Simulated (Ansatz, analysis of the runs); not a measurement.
# Conductance against length: (GeH2)2 chain with methyl sulfide ends, between Au (111) faces with adatoms, and longer members, part 2 of 4

Wanted: G and thermopower along the series, and a fit against length.

Ansatz 0.2.0; DFT PBE, plane waves, PAW; relaxation of a junction, electrodes held but for their tips (the session's first sound run).

So far. Step 2 (Relaxation of the scattering region, 90 atoms, molecule …): The largest force component on a free atom ends at 0.018 eV/Å, under the limit of 0.05. The apex atoms end 9.71 Å apart, and their nearest bridge atoms lie at 2.38 Å (Au–S) and 2.38 Å (Au–S).

**3. Transmission, 90 atoms, molecule oligogermane 2, methyl sulfide ends, units 2**

This step: DFT PBE, plane waves, PAW; transmission of a junction between electrodes (Ansatz 0.2.0).

The cell is now read as a scatterer between two semi-infinite leads, named by two sites one period apart. The scattering states in its self-consistent potential are matched to the leads' states at each energy. A mesh across the current samples the surface zone of the faces.

The input, input.yaml:

```yaml
crystal:
  lattice:
    - [8.8246926292, 0.0, 0.0]
    - [4.4123463146, 7.6424079975, 0.0]
    - [0.0, 0.0, 30.8784947524]
  atoms:
    - { symbol: Au, position: [0.722222222, 0.722222222, 0.0] }
    - { symbol: Au, position: [0.722222222, 0.055555556, 0.0] }
    - { symbol: Au, position: [0.722222222, 0.388888889, 0.0] }
    - { symbol: Au, position: [0.055555556, 0.722222222, 0.0] }
    - { symbol: Au, position: [0.055555556, 0.055555556, 0.0] }
    - { symbol: Au, position: [0.055555556, 0.388888889, 0.0] }
    - { symbol: Au, position: [0.388888889, 0.722222222, 0.0] }
    - { symbol: Au, position: [0.388888889, 0.055555556, 0.0] }
    - { symbol: Au, position: [0.388888889, 0.388888889, 0.0] }
    - { symbol: Au, position: [0.833333333, 0.833333333, 0.077781548] }
    - { symbol: Au, position: [0.833333333, 0.166666667, 0.077781548] }
    - { symbol: Au, position: [0.833333333, 0.5, 0.077781548] }
    - { symbol: Au, position: [0.166666667, 0.833333333, 0.077781548] }
    - { symbol: Au, position: [0.166666667, 0.166666667, 0.077781548] }
    - { symbol: Au, position: [0.166666667, 0.5, 0.077781548] }
    - { symbol: Au, position: [0.5, 0.833333333, 0.077781548] }
    - { symbol: Au, position: [0.5, 0.166666667, 0.077781548] }
    - { symbol: Au, position: [0.5, 0.5, 0.077781548] }
    - { symbol: Au, position: [0.944444444, 0.944444444, 0.155563096] }
    - { symbol: Au, position: [0.944444444, 0.277777778, 0.155563096] }
    - { symbol: Au, position: [0.944444444, 0.611111111, 0.155563096] }
    - { symbol: Au, position: [0.277777778, 0.944444444, 0.155563096] }
    - { symbol: Au, position: [0.277777778, 0.277777778, 0.155563096] }
    - { symbol: Au, position: [0.277777778, 0.611111111, 0.155563096] }
    - { symbol: Au, position: [0.611111111, 0.944444444, 0.155563096] }
    - { symbol: Au, position: [0.611111111, 0.277777778, 0.155563096] }
    - { symbol: Au, position: [0.611111111, 0.611111111, 0.155563096] }
    - { symbol: Au, position: [0.055555556, 0.055555556, 0.233344644] }
    - { symbol: Au, position: [0.055555556, 0.388888889, 0.233344644] }
    - { symbol: Au, position: [0.055555556, 0.722222222, 0.233344644] }
    - { symbol: Au, position: [0.388888889, 0.055555556, 0.233344644] }
    - { symbol: Au, position: [0.388888889, 0.388888889, 0.233344644] }
    - { symbol: Au, position: [0.388888889, 0.722222222, 0.233344644] }
    - { symbol: Au, position: [0.722222222, 0.055555556, 0.233344644] }
    - { symbol: Au, position: [0.722222222, 0.388888889, 0.233344644] }
    - { symbol: Au, position: [0.722222222, 0.722222222, 0.233344644] }
    - { symbol: Au, position: [0.5103768811, 0.4926220766, 0.3039115812] }
    - { symbol: S, position: [0.361596023, 0.5485435251, 0.3714062414] }
    - { symbol: C, position: [0.1860506906, 0.7769852573, 0.3669505769] }
    - { symbol: Ge, position: [0.5260734988, 0.5702453902, 0.4253415802] }
    - { symbol: Ge, position: [0.3975423532, 0.5715979181, 0.4957733193] }
    - { symbol: S, position: [0.5911134876, 0.5375099614, 0.5489844158] }
    - { symbol: C, position: [0.5568810851, 0.7599959105, 0.5519922782] }
    - { symbol: H, position: [0.1052397847, 0.781927164, 0.3394097332] }
    - { symbol: H, position: [0.2389713322, 0.8635275092, 0.3605250112] }
    - { symbol: H, position: [0.1078325232, 0.8150766987, 0.3966738846] }
    - { symbol: H, position: [0.5406399482, 0.7346869024, 0.4168812026] }
    - { symbol: H, position: [0.7056367073, 0.4031672473, 0.4210499182] }
    - { symbol: H, position: [0.3774510399, 0.4087934907, 0.4998135178] }
    - { symbol: H, position: [0.2225552224, 0.7398167478, 0.5051042988] }
    - { symbol: H, position: [0.6383747597, 0.7593940011, 0.5788512709] }
    - { symbol: H, position: [0.4198073939, 0.8551369059, 0.5588772051] }
    - { symbol: H, position: [0.5997584259, 0.7910721781, 0.5216441386] }
    - { symbol: Au, position: [0.4973765577, 0.4993404387, 0.6182794586] }
    - { symbol: Au, position: [0.277777778, 0.277777778, 0.688873808] }
    - { symbol: Au, position: [0.277777778, 0.611111111, 0.688873808] }
    - { symbol: Au, position: [0.277777778, 0.944444444, 0.688873808] }
    - { symbol: Au, position: [0.611111111, 0.277777778, 0.688873808] }
    - { symbol: Au, position: [0.611111111, 0.611111111, 0.688873808] }
    - { symbol: Au, position: [0.611111111, 0.944444444, 0.688873808] }
    - { symbol: Au, position: [0.944444444, 0.277777778, 0.688873808] }
    - { symbol: Au, position: [0.944444444, 0.611111111, 0.688873808] }
    - { symbol: Au, position: [0.944444444, 0.944444444, 0.688873808] }
    - { symbol: Au, position: [0.388888889, 0.388888889, 0.766655356] }
    - { symbol: Au, position: [0.388888889, 0.722222222, 0.766655356] }
    - { symbol: Au, position: [0.388888889, 0.055555556, 0.766655356] }
    - { symbol: Au, position: [0.722222222, 0.388888889, 0.766655356] }
    - { symbol: Au, position: [0.722222222, 0.722222222, 0.766655356] }
    - { symbol: Au, position: [0.722222222, 0.055555556, 0.766655356] }
    - { symbol: Au, position: [0.055555556, 0.388888889, 0.766655356] }
    - { symbol: Au, position: [0.055555556, 0.722222222, 0.766655356] }
    - { symbol: Au, position: [0.055555556, 0.055555556, 0.766655356] }
    - { symbol: Au, position: [0.5, 0.5, 0.844436904] }
    - { symbol: Au, position: [0.5, 0.833333333, 0.844436904] }
    - { symbol: Au, position: [0.5, 0.166666667, 0.844436904] }
    - { symbol: Au, position: [0.833333333, 0.5, 0.844436904] }
    - { symbol: Au, position: [0.833333333, 0.833333333, 0.844436904] }
    - { symbol: Au, position: [0.833333333, 0.166666667, 0.844436904] }
    - { symbol: Au, position: [0.166666667, 0.5, 0.844436904] }
    - { symbol: Au, position: [0.166666667, 0.833333333, 0.844436904] }
    - { symbol: Au, position: [0.166666667, 0.166666667, 0.844436904] }
    - { symbol: Au, position: [0.611111111, 0.611111111, 0.922218452] }
    - { symbol: Au, position: [0.611111111, 0.944444444, 0.922218452] }
    - { symbol: Au, position: [0.611111111, 0.277777778, 0.922218452] }
    - { symbol: Au, position: [0.944444444, 0.611111111, 0.922218452] }
    - { symbol: Au, position: [0.944444444, 0.944444444, 0.922218452] }
    - { symbol: Au, position: [0.944444444, 0.277777778, 0.922218452] }
    - { symbol: Au, position: [0.277777778, 0.611111111, 0.922218452] }
    - { symbol: Au, position: [0.277777778, 0.944444444, 0.922218452] }
    - { symbol: Au, position: [0.277777778, 0.277777778, 0.922218452] }
kpoints:
  mp_grid: { grid: [4, 4, 1] }
scf:
  occupations: { method: fermi_dirac, width: 0.1 }
hamiltonian:
  xc: pbe
output:
  transmission: { leads: [[81, 0]], e_range: [-0.7, 0.7], de: 0.035, kmesh: [4, 4] }
  dos: { projected: true, e_range: [-5, 4] }
  write_potential: true
  write_density: true
  volumetric_format: npy
```

On the command line:

```sh
$ ansatz run input.yaml --threads 16 --pin off --max-ram 61440MiB --backend cuda --events-out ev --progress --plain --runs-dir out --max-vram 78GiB
```

Numbers of over 12 decimals in the logs are rounded to 6 here.

The program printed:

```text
[...]
Crystal: 90 atoms, lattice volume = 2082.504 Å³
Basis set: ecut = 420 eV, 40753 PW (Γ)
Bands: 879, of which v1, the nominal top of the filled ones, is band 732 counted from 1 (731 counted from 0)
Symmetry: 1 space group operations
[...]
k-points: 10 of 16 (time reversal used)
[...]
SCF iter   1: F=—  HF=-984100.435611 eV  |F-HF|=—  |Δ(HF+E_count)|=         —  Δρ=3.63e-3  dr2=9.15e0  ethr=1.77e-3  ⟨swp⟩=6.0  Hψ=33160  notcnv=0  defer=441
[...]
SCF iter   9: F=-984100.088443 eV  HF=-984100.088443 eV  |F-HF|=1.91e-8  |Δ(HF+E_count)|=   1.98e-8  Δρ=9.87e-7  dr2=3.61e-8  ethr=6.83e-12  ⟨swp⟩=12.1  Hψ=38129  notcnv=0
SCF 1 converged in 9 iterations: F = -984100.088443 eV  dr2 = 3.61e-8
[...]
transmission: 48 of 480 steps passed
transmission: 99 of 480 steps passed
[...]
SCF converged after 9 iterations
[...]
--- Transmission ---
  basis      : 595 plane waves across, 48 finite elements along
  points     : 10, standing for a mesh of 4 x 4
  on the GPU : 10 of these points
  filling    : by the input's occupations and mesh, since the crystals that have channels conduct as metals do. If one of these is a semiconductor, that mesh has misplaced its level
  energies   : 41 from -0.700000 to 0.700000 eV about the Fermi level, 0.035000 eV apart; the leads are filled to 0.000000 eV, and channels, transmission and decay are at 0.000000 eV
  crystal 0  : Au9, at the sites [81, 0], period 2.4018 Å, over 19.21 Å; its Hamiltonian steps by up to 24.4 meV
    offset         : up to 0.0000 Å between an atom of the period and one for which it stands
    filled         : 0.5 meV under the level at which it is neutral
    channels       : 7.687500e0 a spin
    conductance    : 8.8260e14 S/m² at 300 K; may be off by some 0.0 % by where its bands' edges are placed, 11.4 % from the k-mesh, 0.0 % from the distance to neutral
  junction   : crystal 0 to crystal 0, -0.50 to 27.97 Å
    transmission   : 5.348257e-2 a spin
    conductance    : 6.2010e12 S/m² at 300 K (4.8534e12 on every other point, 6.1706e12 on every other energy)
    error estimate : 0.5 % from the energy spacing and 2.8 % from band edges of the leads and from resonances (wavevectors taken as independent; lower de), 47.3 % from the k-mesh, 12.1 % from the steps of its leads' Hamiltonians or their offsets (lay more layers), 0.1 % from the distance to neutral
    resistance     : 1.6013e-1 Ω µm² beyond half of each lead's own
```

It took 3.6 min on 1 × NVIDIA GB200 with 16 threads of Arm Neoverse V2, shared host; peak memory 19 GiB; 28 min of CPU time.

In the SCF lines HF is the Harris–Foulkes energy and dr2 the Hartree energy of the density residual, in eV; the loop may stop once dr2 is under the threshold and the program's other checks hold. Hψ counts applications of the Hamiltonian.

This step gave:

```yaml
energy_at_zero_smearing: -984099.6094 eV
transmission_at_the_energy_nearest_the_fermi_level_one_spin: 0.05348
step_of_the_lead_s_hamiltonian: 24.4 meV
conductance_of_the_junction: 0.05398 G₀
conductance_of_the_bulk_lead_a_3x3_cell_mean_over_the_mesh: 7.682 G₀
channels_of_the_bulk_lead_one_spin_mean_over_the_mesh: 7.688
```

The transmission, one spin by energy, zero at the Fermi level:

```tsv
energy (eV)	transmission, one spin
-0.700	0.0268
-0.665	0.0281
-0.595	0.0328
-0.560	0.0371
-0.490	0.0480
-0.455	0.0463
-0.420	0.0399
-0.350	0.0348
-0.315	0.0357
-0.280	0.0369
-0.210	0.0401
-0.175	0.0419
-0.105	0.0458
-0.070	0.0481
-0.035	0.0506
0.000	0.0535
0.035	0.0569
0.070	0.0614
0.105	0.0662
0.175	0.0845
0.210	0.121
0.280	0.0680
0.315	0.0556
0.350	0.0540
0.420	0.0587
0.455	0.0628
0.490	0.0675
0.560	0.0799
0.595	0.0877
0.665	0.108
0.700	0.120
```

Table of open channels of the lead, one spin by energy, zero at the Fermi level:

```tsv
energy (eV)	open channels of the lead, one spin
-0.700	5.69
-0.630	5.81
-0.560	5.81
-0.490	5.81
-0.420	6.56
-0.350	6.56
-0.315	7.31
-0.245	7.69
-0.175	7.69
-0.105	7.69
-0.035	7.69
0.000	7.69
0.035	7.69
0.105	7.69
0.175	7.69
0.245	7.31
0.315	7.31
0.350	7.31
0.420	7.31
0.490	7.31
0.560	7.31
0.630	7.31
0.700	7.31
```

The planar mean of the electrostatic potential energy, less the Fermi level oscillates, so the rows of the table below give means over windows of 1 Å about each position, cut where the curve ends. Its maxima inside the range that stand out by 2 % of the span (Å: eV): 1.1: 0.860, 3.6: 0.923, 6.0: 0.968, 8.6: 2.95, 10.3: 3.04, 12.2: 1.77, 14.3: 2.53, 16.2: 1.72, 18.2: 3.20, 19.7: 2.92, 22.4: 0.962, 24.7: 0.516, 27.2: 0.661, 29.7: 0.857. Its minima: 2.4: -16.2, 4.7: -16.1, 7.1: -16.0, 9.6: 2.26, 11.4: 0.570, 12.9: 0.777, 15.4: 0.668, 17.2: 0.513, 19.0: 2.27, 21.2: -15.7, 23.6: -16.1, 26.0: -16.1, 28.6: -15.9.

Table of planar mean of the electrostatic potential energy, less the Fermi level by z; means over each step:

```tsv
z (Å)	planar mean of the electrostatic potential energy, less the Fermi level (eV)
0	-13.8
1	-2.69
2	-10.8
3	-7.83
4	-4.85
5	-13.0
6	-1.77
7	-12.8
8	-4.06
9	2.56
10	2.68
11	1.53
12	1.41
13	1.09
14	2.17
15	1.42
16	1.35
17	0.946
18	2.77
19	2.46
20	1.47
21	-12.1
22	-5.79
23	-6.82
24	-11.7
25	-2.13
26	-13.7
27	-3.28
28	-9.82
29	-9.04
30	-3.90
```

By hand: the program gives 6.2010 × 10^12 S/m² over the cell's cross-section of 67.44 Å² = 6.744 × 10^-19 m², so one cell conducts 4.182 × 10^-6 S. Divided by G0 = 2e²/h = 7.748 × 10^-5 S this is 0.0540 G0, a resistance of 239 kΩ.

The conductance is 0.0540 G₀. The value hangs on where a semilocal functional puts the molecule's levels, which is known only roughly. The lead's Hamiltonian steps by 24.4 meV, which the program lets pass, though it counts in the error estimate. The largest term of the program's error estimate is 47 %, from the k-mesh.

**4. Landauer integrals, 90 atoms**

This step: Landauer integrals over the computed T(E), interpolated linearly between its energies (analysis of the runs above).

Conductance and thermopower are moments of T(E) over the thermal window; sliding the window along E stands for a gate that leaves T(E) rigid.

This step gave:

```yaml
conductance_at_300_k_interpolated_from_t_e: 0.05409 G₀
thermopower_at_300_k: -13.44 μV/K
lorenz_number_over_l0: 1.030
```

T(E) held rigid; rough near sharp steps of T(E). The conductance at 300 K by shift of the leads' level:

```tsv
shift of the leads' level (eV)	conductance at 300 K (G₀)
-0.350	0.0364
-0.300	0.0367
-0.250	0.0384
-0.200	0.0408
-0.150	0.0434
-0.100	0.0464
-0.050	0.0498
0.000	0.0541
0.050	0.0597
0.100	0.0677
0.150	0.0809
0.200	0.0972
0.250	0.0930
0.300	0.0704
0.350	0.0588
```

T(E) held rigid; rough near sharp steps of T(E). Table of thermopower at 300 K by shift of the leads' level:

```tsv
shift of the leads' level (eV)	thermopower at 300 K (μV/K)
-0.350	3.96
-0.300	-4.29
-0.250	-7.68
-0.200	-8.85
-0.150	-9.42
-0.100	-10.2
-0.050	-11.4
0.000	-13.4
0.050	-16.7
0.100	-22.1
0.150	-26.6
0.200	-11.5
0.250	23.6
0.300	35.7
0.350	13.3
```

The two levels move by half the bias each and T(E) is held rigid. Current from the zero-bias T(E) against bias:

```tsv
bias (V)	current from the zero-bias T(E) (μA)
0.000	0
0.100	0.421
0.200	0.853
0.300	1.31
0.400	1.82
0.500	2.35
0.600	2.81
0.700	3.20
0.800	3.57
```

By hand, Mott's formula: S = −(π²k²T/3e) d ln T/dE, and π²k²T/3e = 7.33 μV/K × eV at 300 K. The computed T is 0.0481 at -0.070 eV and 0.0614 at +0.070 eV, so d ln T/dE ≈ 1.75 per eV and S ≈ -12.8 μV/K, against -13.4 from the integrals.

The thermopower is -13.4 μV/K. The Lorenz ratio is 1.03, where the Wiedemann-Franz law gives 1. These values rest on a semilocal level alignment and on the mesh across the current. Moving the level by up to 0.1 eV either way gives -22 to -10 μV/K.

**5. Relaxation of the scattering region, 93 atoms, molecule oligogermane 3, methyl sulfide ends, units 3**

This step: DFT PBE, plane waves, PAW; relaxation of a junction, electrodes held but for their tips (Ansatz 0.2.0).

System of this step: (GeH2)3 chain with methyl sulfide ends, between Au (111) faces with adatoms. The cell holds 93 atoms: 74 Au, 2 S, 2 C, 3 Ge and 12 H. Cell: a = 8.825 Å, b = 8.825 Å, c = 32.659 Å, α = 90.0°, β = 90.0°, γ = 60.0°. Electrodes: Au (111) 3x3 face with an adatom; the apex atoms were set 11.379 Å apart; the free molecule is C[S][GeH2][GeH2][GeH2][S]C. Regions: lower lead, 37 atoms (37 Au); bridge, 19 atoms (2 S, 2 C, 3 Ge and 12 H); upper lead, 37 atoms (37 Au). The structure is stacked along c, and the current runs across the ab planes.

The bridge and the electrodes' tips relax, while 72 atoms stay at the lead's spacing, so that the ends still repeat as a lead.

The input, input.yaml:

```yaml
crystal:
  lattice:
    - [8.8246926292, 0.0, 0.0]
    - [4.4123463146, 7.6424079975, 0.0]
    - [0.0, 0.0, 32.6592263166]
  atoms:
    - { symbol: Au, position: [0.722222222, 0.722222222, 0.0] }
    - { symbol: Au, position: [0.722222222, 0.055555556, 0.0] }
    - { symbol: Au, position: [0.722222222, 0.388888889, 0.0] }
    - { symbol: Au, position: [0.055555556, 0.722222222, 0.0] }
    - { symbol: Au, position: [0.055555556, 0.055555556, 0.0] }
    - { symbol: Au, position: [0.055555556, 0.388888889, 0.0] }
    - { symbol: Au, position: [0.388888889, 0.722222222, 0.0] }
    - { symbol: Au, position: [0.388888889, 0.055555556, 0.0] }
    - { symbol: Au, position: [0.388888889, 0.388888889, 0.0] }
    - { symbol: Au, position: [0.833333333, 0.833333333, 0.073540539] }
    - { symbol: Au, position: [0.833333333, 0.166666667, 0.073540539] }
    - { symbol: Au, position: [0.833333333, 0.5, 0.073540539] }
    - { symbol: Au, position: [0.166666667, 0.833333333, 0.073540539] }
    - { symbol: Au, position: [0.166666667, 0.166666667, 0.073540539] }
    - { symbol: Au, position: [0.166666667, 0.5, 0.073540539] }
    - { symbol: Au, position: [0.5, 0.833333333, 0.073540539] }
    - { symbol: Au, position: [0.5, 0.166666667, 0.073540539] }
    - { symbol: Au, position: [0.5, 0.5, 0.073540539] }
    - { symbol: Au, position: [0.944444444, 0.944444444, 0.147081079] }
    - { symbol: Au, position: [0.944444444, 0.277777778, 0.147081079] }
    - { symbol: Au, position: [0.944444444, 0.611111111, 0.147081079] }
    - { symbol: Au, position: [0.277777778, 0.944444444, 0.147081079] }
    - { symbol: Au, position: [0.277777778, 0.277777778, 0.147081079] }
    - { symbol: Au, position: [0.277777778, 0.611111111, 0.147081079] }
    - { symbol: Au, position: [0.611111111, 0.944444444, 0.147081079] }
    - { symbol: Au, position: [0.611111111, 0.277777778, 0.147081079] }
    - { symbol: Au, position: [0.611111111, 0.611111111, 0.147081079] }
    - { symbol: Au, position: [0.055555556, 0.055555556, 0.220621618] }
    - { symbol: Au, position: [0.055555556, 0.388888889, 0.220621618] }
    - { symbol: Au, position: [0.055555556, 0.722222222, 0.220621618] }
[... 57 atom lines left out ...]
    - { symbol: Au, position: [0.944444444, 0.611111111, 0.926459461] }
    - { symbol: Au, position: [0.944444444, 0.944444444, 0.926459461] }
    - { symbol: Au, position: [0.944444444, 0.277777778, 0.926459461] }
    - { symbol: Au, position: [0.277777778, 0.611111111, 0.926459461] }
    - { symbol: Au, position: [0.277777778, 0.944444444, 0.926459461] }
    - { symbol: Au, position: [0.277777778, 0.277777778, 0.926459461] }
kpoints:
  mp_grid: { grid: [2, 2, 1] }
scf:
  occupations: { method: fermi_dirac, width: 0.1 }
hamiltonian:
  xc: pbe
relax:
  constraints:
    - { sites: [0, 1, 2, 3, 4, 5, 6, 7, 8, 9, 10, 11, 12, 13, 14, 15, 16, 17, 18, 19, 20, 21, 22, 23, 24, 25, 26, 27, 28, 29, 30, 31, 32, 33, 34, 35, 57, 58, 59, 60, 61, 62, 63, 64, 65, 66, 67, 68, 69, 70, 71, 72, 73, 74, 75, 76, 77, 78, 79, 80, 81, 82, 83, 84, 85, 86, 87, 88, 89, 90, 91, 92] }
  f_tol: 0.05
  max_steps: 35
```

The program printed:

```text
[...]
Crystal: 93 atoms, lattice volume = 2202.600 Å³
Basis set: ecut = 420 eV, 43039 PW (Γ), exchange–correlation on 120×120×450 points (8 copies of the dense FFT grid, shifted against one another)
Bands: 888, of which v1, the nominal top of the filled ones, is band 740 counted from 1 (739 counted from 0)
Symmetry: 1 space group operations
[...]
k-points: 4
[...]
- { symbol: H, position: [0.408127, 0.843084, 0.546169] }
    - { symbol: H, position: [0.886176, 0.405326, 0.604655] }
    - { symbol: H, position: [0.872261, 0.477064, 0.552591] }
    - { symbol: H, position: [0.749139, 0.631502, 0.592720] }
    - { symbol: Au, position: [0.488544, 0.505699, 0.638910] }
    - { symbol: Au, position: [0.277777778, 0.277778, 0.705838] }
[...]
- { symbol: Au, position: [0.944444, 0.277778, 0.926459461] }
    - { symbol: Au, position: [0.277777778, 0.611111, 0.926459461] }
    - { symbol: Au, position: [0.277778, 0.944444, 0.926459461] }
    - { symbol: Au, position: [0.277777778, 0.277778, 0.926459461] }
```

Run time: 55 s. Hardware: 1 × NVIDIA GB200 with 16 threads; peak memory 2 GiB.

Step by step (22 of 24):

```tsv
step	energy less that of the first step (eV)	largest force component (eV/Å)
1	0.0000	0.7023
2	-0.1572	0.5045
3	-0.2208	0.2140
4	-0.2411	0.1088
5	-0.2227	0.4198
6	-0.2528	0.0210
8	-0.2727	0.0657
9	-0.2850	0.1206
10	-0.2941	0.1885
11	-0.3013	0.2614
12	-0.3107	0.2953
13	-0.3113	0.3328
14	-0.3272	0.1923
15	-0.3345	0.0589
16	-0.3390	0.0829
17	-0.3437	0.0830
19	-0.3462	0.0283
20	-0.3478	0.0648
21	-0.3459	0.1427
22	-0.3492	0.0592
23	-0.3479	0.1011
24	-0.3511	0.0264
```

Relaxation steps 5, 21, 23 were tried and not accepted.

The atoms that moved most (Å):

```tsv
atom	dx	dy	dz	length
H50	0.152	1.992	0.035	1.998
H51	0.595	1.742	-0.006	1.841
Ge41	0.250	1.730	0.011	1.748
H48	0.138	1.674	-0.042	1.680
H52	0.115	1.560	0.046	1.565
H49	0.440	1.190	-0.724	1.461
H53	0.349	1.160	0.744	1.422
Ge40	0.161	1.383	-0.137	1.399
```

The largest force component on a free atom ends at 0.026 eV/Å, under the limit of 0.05. The apex atoms end 11.48 Å apart, and their nearest bridge atoms lie at 2.38 Å (Au–S) and 2.38 Å (Au–S).

(Part 2 of 4 ends here.)

[Logs are printed without paths, hosts, clocks, repeated set-up lines and the standing remarks that a program may print on its own settings, such as how far it seeks lower states.]

[Hosts, paths, dates, database ids (printed as entryN), source tags and the programs' standing remarks are cut or masked in the printed files.]
